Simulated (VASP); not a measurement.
# Pm (Fm-3m) in VASP: notebook, part 2 of 2

VASP 6.6.1. The steps go on from the part before.

## Step 5: Single point, LDA, collinear spin, ferromagnetic start

This run uses another cell than the first one, of the same volume but with other edges.

Input file INCAR:

```
PREC     = Accurate       # precision mode
ENCUT    = 300            # plane-wave cutoff, eV
EDIFF    = 1E-6           # SCF threshold, eV
ISMEAR   = -1             # smearing method
SIGMA    = 0.2            # smearing width, eV
LREAL    = F              # projectors in reciprocal space
LASPH    = T              # aspherical terms in the spheres
NELM     = 100            # most SCF steps
ALGO     = Normal         # electronic algorithm
ISIF     = 2              # what is computed and relaxed
LWAVE    = F              # write WAVECAR
LCHARG   = F              # write CHGCAR
ISPIN    = 2              # spin polarisation
MAGMOM   = 4              # initial moments
LORBIT   = 11             # projections on sites
LMAXMIX  = 6              # l up to which the mixer works
GGA      = CA             # functional
NBANDS   = 18             # bands
ADDGRID  = F
```

Input file KPOINTS:

```
Automatic mesh
0
Gamma
  8 8 8
```

Input file POSCAR:

```
Pm
1.0
    0.0000000000      2.5841748100      2.5841748100
    2.5841748100      0.0000000000      2.5841748100
    2.5841748100      2.5841748100      0.0000000000
Pm
1
Direct
    0.0000000000      0.0000000000      0.0000000000
```

Potentials or basis: VASP PAW PBE potentials, release 64 (Pm).

Launch:

```console
cat potpaw_PBE.64/Pm/POTCAR > POTCAR
mpirun -np 1 vasp_std > vasp.out
```

OUTCAR:

```text
PREC = Accurate
   ENCUT = 300
   EDIFF = 1E-6
   ISMEAR = -1
   LREAL = F
   LASPH = T
   NELM = 100
   ISIF = 2
   ISPIN = 2
   LORBIT = 11
   GGA = CA

 Found     29 irreducible k-points:

 Following reciprocal coordinates:
            Coordinates               Weight
  0.000000  0.000000  0.000000      1.000000
  0.125000  0.000000  0.000000      8.000000
  0.250000  0.000000  0.000000      8.000000
  0.375000  0.000000  0.000000      8.000000
  0.500000  0.000000  0.000000      4.000000
  0.125000  0.125000  0.000000      6.000000
   k-points           NKPTS =     29   k-points in BZ     NKDIM =     29   number of bands    NBANDS=     18
   number of dos      NEDOS =    301   number of ions     NIONS =      1
   total plane-waves  NPLWV =  13824
   dimension x,y,z NGX =    24 NGY =   24 NGZ =   24
   dimension x,y,z NGXF=    48 NGYF=   48 NGZF=   48
   ions per type =               1
   NGX,Y,Z   is equivalent  to a cutoff of  10.92, 10.92, 10.92 a.u.
   NGXF,Y,Z  is equivalent  to a cutoff of  21.84, 21.84, 21.84 a.u.
 SYSTEM =  unknown system
   PREC   = accura    normal or accurate (medium, high low for compatibility)
   ISTART =      0    job   : 0-new  1-cont  2-samecut
   ICHARG =      2    charge: 1-file 2-atom 10-const
   ISPIN  =      2    spin polarized calculation?
   LNONCOLLINEAR =      F non collinear calculations
   LSORBIT =      F    spin-orbit coupling
   LASPH  =      T    aspherical Exc in radial PAW
[... 189 lines left out ...]

 k-point     1 :       0.0000    0.0000    0.0000
  band No.  band energies     occupation
      1     -30.9254      1.00000
      2     -11.3248      1.00000
      3     -11.3248      1.00000
      4     -11.3248      1.00000
      5       2.1322      1.00000
      6       7.7433      0.00002
[... 103 lines left out ...]
      5       2.7411      1.00000
      6       7.0792      0.00052
[... 10 lines left out ...]
     17      10.9008      0.00000
     18      16.9957      0.00000

 [... further k-points ...]
[... 5 lines left out ...]
  --------------------------------------------------------------------------------------
  -------------------------------------------------------------------------------------
  Total       -0.9289605     -0.9289605     -0.9289605      0.0000000     -0.0000000      0.0000000
  in kB      -43.1233161    -43.1233161    -43.1233161      0.0000000     -0.0000000      0.0000000
  external PRESSURE =     -43.1233161 kB  Pullay stress =       0.0000000 kB

 VOLUME and BASIS-vectors are now :
 -----------------------------------------------------------------------------
  energy-cutoff  :      300.00
  volume of cell :       34.51
      direct lattice vectors                 reciprocal lattice vectors
     0.000000000  2.584174810  2.584174810    -0.193485363  0.193485363  0.193485363
     2.584174810  0.000000000  2.584174810     0.193485363 -0.193485363  0.193485363
     2.584174810  2.584174810  0.000000000     0.193485363  0.193485363 -0.193485363

 POSITION                                       TOTAL-FORCE (eV/Angst)
 -----------------------------------------------------------------------------------
      0.00000      0.00000      0.00000         0.000000     -0.000000     -0.000000
 -----------------------------------------------------------------------------------
    total drift:                                0.000000      0.000000     -0.000000

  FREE ENERGIE OF THE ION-ELECTRON SYSTEM (eV)
  ---------------------------------------------------
  free  energy   TOTEN  =        -8.4391722676 eV

  energy  without entropy=       -7.5028024876  energy(sigma->0) =       -7.97098738

 total charge

# of ion       s       p       d       f       tot
--------------------------------------------------
    1        2.035   5.503   0.499   4.396  12.433

 magnetization (x)

# of ion       s       p       d       f       tot
--------------------------------------------------
    1       -0.001   0.012   0.161   4.377   4.549
```

It took 9.7 s on 1 thread of Intel Xeon 6975P-C (Granite Rapids), shared host; peak memory 0.14 GiB.

The run converged, but a check on its numbers failed (symmetry, net force, bounds or a known fault of this set-up), so they aren't taken as properties of the crystal.

Caveat: the cutoff lies under the usual one of these potentials, so the numbers hold a large basis-set error; the magnetic or orbital state may not be the lowest; the PAW data sets were made with another functional, which shifts forces and pressure a little; spin-orbit coupling is left out, which moves the levels of the heavy elements.

## Step 6: Single point, LDA, collinear spin, ferromagnetic start

INCAR is that of step 5.

KPOINTS is that of step 5.

Input file POSCAR:

```
Pm
1.0
   -0.0555010000      2.5655700000      2.5293400000
    2.5242190000     -0.0080540000      2.4818930000
    2.6229240000      2.6168280000     -0.1067590000
Pm
1
Direct
    0.0077670000      0.0042080000     -0.0216400000
```

Potentials or basis: VASP PAW PBE potentials, release 64 (Pm).

Launch:

```console
cat potpaw_PBE.64/Pm/POTCAR > POTCAR
mpirun -np 1 vasp_std > vasp.out
```

OUTCAR:

```text
PREC = Accurate
   ENCUT = 300
   EDIFF = 1E-6
   ISMEAR = -1
   LREAL = F
   LASPH = T
   NELM = 100
   ISIF = 2
   ISPIN = 2
   LORBIT = 11
   GGA = CA

 Found    260 irreducible k-points:

 Following reciprocal coordinates:
            Coordinates               Weight
  0.000000  0.000000  0.000000      1.000000
  0.125000  0.000000  0.000000      2.000000
  0.250000  0.000000  0.000000      2.000000
  0.375000  0.000000  0.000000      2.000000
  0.500000  0.000000  0.000000      1.000000
  0.000000  0.125000 -0.000000      2.000000
   k-points           NKPTS =    260   k-points in BZ     NKDIM =    260   number of bands    NBANDS=     18
   number of dos      NEDOS =    301   number of ions     NIONS =      1
   total plane-waves  NPLWV =   9600
   dimension x,y,z NGX =    20 NGY =   20 NGZ =   24
   dimension x,y,z NGXF=    40 NGYF=   40 NGZF=   48
   ions per type =               1
   NGX,Y,Z   is equivalent  to a cutoff of   9.23,  9.39, 10.76 a.u.
   NGXF,Y,Z  is equivalent  to a cutoff of  18.46, 18.78, 21.53 a.u.
 SYSTEM =  unknown system
   PREC   = accura    normal or accurate (medium, high low for compatibility)
   ISTART =      0    job   : 0-new  1-cont  2-samecut
   ICHARG =      2    charge: 1-file 2-atom 10-const
   ISPIN  =      2    spin polarized calculation?
   LNONCOLLINEAR =      F non collinear calculations
   LSORBIT =      F    spin-orbit coupling
   LASPH  =      T    aspherical Exc in radial PAW
   ENCUT  =  300.0 eV  22.05 Ry    4.70 a.u.   5.09  5.00  5.23*2*pi/ulx,y,z
   NELM   =    100;   NELMIN=  2; NELMDL= -5     # of ELM steps
   EDIFF  = 0.1E-05   stopping-criterion for ELM
[... 19 lines left out ...]
     AMIX_MAG =   1.60;   BMIX_MAG =  1.00
  volume/ion in A,a.u.               =      34.51       232.91
  Fermi-wavevector in a.u.,A,eV,Ry     =   1.240052  2.343359 20.922083  1.537730
  Thomas-Fermi vector in A             =   2.374509
   LORBIT       =     11    0 simple, 1 ext, 2 COOP (PROOUT), +10 PAW based schemes
[... 5 lines left out ...]
   LRPA    =     F    only Hartree local field effects (RPA)
 spin polarized calculation
  energy-cutoff  :      300.00
  volume of cell :       34.51
 maximum number of plane-waves:       415
   NGX = 11   NGY =  9   NGZ = 11

 number of electron      14.9999999 magnetization       5.0911013

 Free energy of the ion-electron system (eV)
  ---------------------------------------------------
  ext. energy  EPLUGINS =         0.00000000
  ---------------------------------------------------
  free energy    TOTEN  =        -8.43091568 eV

  energy without entropy =       -7.49526113  energy(sigma->0) =       -7.96308840

 E-fermi :   5.5603     XC(G=0): -10.0578

 val. band max:        5.5602073788   @ k =  -0.2500   0.0000   0.2500
 cond. band min:       5.5605913985   @ k =   0.5000   0.0000   0.3750
 fundamental gap:      0.0003840197
 Fermi energy:         5.5603261237

 spin component 1

 k-point     1 :       0.0000    0.0000    0.0000
  band No.  band energies     occupation
      1     -32.8826      1.00000
      2     -12.9690      1.00000
      3     -12.9092      1.00000
      4     -12.8633      1.00000
      5       1.4323      1.00000
      6       5.1080      0.90563
[... 10 lines left out ...]
     17       9.8506      0.00000
     18      14.8971      0.00000

 k-point     2 :       0.1250    0.0000    0.0000
  band No.  band energies     occupation
      1     -32.8660      1.00000
      2     -13.0903      1.00000
      3     -12.9692      1.00000
      4     -12.8861      1.00000
      5       1.8655      1.00000
      6       5.0857      0.91474
[... 10 lines left out ...]
     17       9.6705      0.00000
     18      15.6629      0.00000

 k-point     3 :       0.2500    0.0000    0.0000
  band No.  band energies     occupation
      1     -32.8262      1.00000
      2     -13.4692      1.00000
      3     -13.0070      1.00000
      4     -12.9391      1.00000
      5       2.8544      1.00000
      6       5.1004      0.90884
[... 10 lines left out ...]
     17       9.9431      0.00000
     18      15.0081      0.00000

 k-point     4 :       0.3750    0.0000    0.0000
  band No.  band energies     occupation
      1     -32.7859      1.00000
      2     -13.8245      1.00000
      3     -13.0422      1.00000
      4     -12.9906      1.00000
      5       3.5082      0.99997
      6       5.1692      0.87605
[... 10 lines left out ...]
     17      11.1083      0.00000
     18      14.2803      0.00000

 k-point     5 :       0.5000    0.0000    0.0000
  band No.  band energies     occupation
      1     -32.7690      1.00000
      2     -13.9651      1.00000
      3     -13.0569      1.00000
      4     -13.0113      1.00000
      5       3.6137      0.99994
      6       5.1437      0.88927
[... 10 lines left out ...]
     17      11.8375      0.00000
     18      14.6266      0.00000

 k-point     6 :       0.0000    0.1250   -0.0000
  band No.  band energies     occupation
      1     -32.8637      1.00000
      2     -13.0676      1.00000
      3     -12.9819      1.00000
      4     -12.9178      1.00000
      5       1.8901      1.00000
      6       5.0832      0.91574
[... 10 lines left out ...]
     17       9.5941      0.00000
     18      15.6808      0.00000

 [... further k-points ...]

 spin component 2

 k-point     1 :       0.0000    0.0000    0.0000
  band No.  band energies     occupation
      1     -30.9333      1.00000
      2     -11.3905      1.00000
      3     -11.3215      1.00000
      4     -11.2692      1.00000
      5       2.1365      1.00000
      6       7.6855      0.00002
[... 10 lines left out ...]
     17      10.7735      0.00000
     18      15.9064      0.00000

 k-point     2 :       0.1250    0.0000    0.0000
  band No.  band energies     occupation
      1     -30.9146      1.00000
      2     -11.5283      1.00000
      3     -11.3895      1.00000
      4     -11.2944      1.00000
      5       2.5861      1.00000
      6       7.2399      0.00023
[... 10 lines left out ...]
     17      10.6219      0.00000
     18      16.6171      0.00000

 k-point     3 :       0.2500    0.0000    0.0000
  band No.  band energies     occupation
      1     -30.8690      1.00000
      2     -11.9550      1.00000
      3     -11.4319      1.00000
      4     -11.3530      1.00000
      5       3.6014      0.99994
      6       6.8679      0.00145
[... 10 lines left out ...]
     17      10.9706      0.00000
     18      15.8355      0.00000

 k-point     4 :       0.3750    0.0000    0.0000
  band No.  band energies     occupation
      1     -30.8227      1.00000
      2     -12.3512      1.00000
      3     -11.4709      1.00000
      4     -11.4100      1.00000
      5       4.2629      0.99848
      6       7.2916      0.00017
[... 10 lines left out ...]
     17      12.1495      0.00000
     18      15.1849      0.00000

 k-point     5 :       0.5000    0.0000    0.0000
  band No.  band energies     occupation
      1     -30.8034      1.00000
      2     -12.5071      1.00000
      3     -11.4871      1.00000
      4     -11.4329      1.00000
      5       4.3634      0.99749
      6       7.5125      0.00006
[... 10 lines left out ...]
     17      12.8806      0.00000
     18      15.6118      0.00000

 k-point     6 :       0.0000    0.1250   -0.0000
  band No.  band energies     occupation
      1     -30.9118      1.00000
      2     -11.5011      1.00000
      3     -11.4045      1.00000
      4     -11.3302      1.00000
      5       2.6096      1.00000
      6       7.3197      0.00015
[... 10 lines left out ...]
     17      10.5529      0.00000
     18      16.6060      0.00000

 [... further k-points ...]
[... 5 lines left out ...]
  --------------------------------------------------------------------------------------
  -------------------------------------------------------------------------------------
  Total       -0.8606470     -0.8685019     -0.8242203     -0.0630645      0.0902419      0.2325535
  in kB      -39.9521273    -40.3167593    -38.2611622     -2.9275204      4.1891220     10.7953750
  external PRESSURE =     -39.5100162 kB  Pullay stress =       0.0000000 kB

 VOLUME and BASIS-vectors are now :
 -----------------------------------------------------------------------------
  energy-cutoff  :      300.00
  volume of cell :       34.51
      direct lattice vectors                 reciprocal lattice vectors
    -0.055501000  2.565570000  2.529340000    -0.188150331  0.196421533  0.191996440
     2.524219000 -0.008054000  2.481893000     0.199708474 -0.192047705  0.199180755
     2.622924000  2.616828000 -0.106759000     0.185079531  0.188976904 -0.187622612

 POSITION                                       TOTAL-FORCE (eV/Angst)
 -----------------------------------------------------------------------------------
      2.57635      2.58009     -0.07436         0.000000     -0.000000      0.000000
 -----------------------------------------------------------------------------------
    total drift:                                0.000018     -0.000035      0.000012

  FREE ENERGIE OF THE ION-ELECTRON SYSTEM (eV)
  ---------------------------------------------------
  free  energy   TOTEN  =        -8.4309156788 eV

  energy  without entropy=       -7.4952611303  energy(sigma->0) =       -7.96308840

 total charge

# of ion       s       p       d       f       tot
--------------------------------------------------
    1        2.035   5.503   0.501   4.397  12.436

 magnetization (x)

# of ion       s       p       d       f       tot
--------------------------------------------------
    1       -0.001   0.012   0.162   4.378   4.551
```

It took 75 s on 1 thread of Intel Xeon 6975P-C (Granite Rapids), shared host; peak memory 0.22 GiB.

The run converged, but a check on its numbers failed (symmetry, net force, bounds or a known fault of this set-up), so they aren't taken as properties of the crystal.

Caveat: the cutoff lies under the usual one of these potentials, so the numbers hold a large basis-set error; the magnetic or orbital state may not be the lowest; the PAW data sets were made with another functional, which shifts forces and pressure a little; spin-orbit coupling is left out, which moves the levels of the heavy elements.
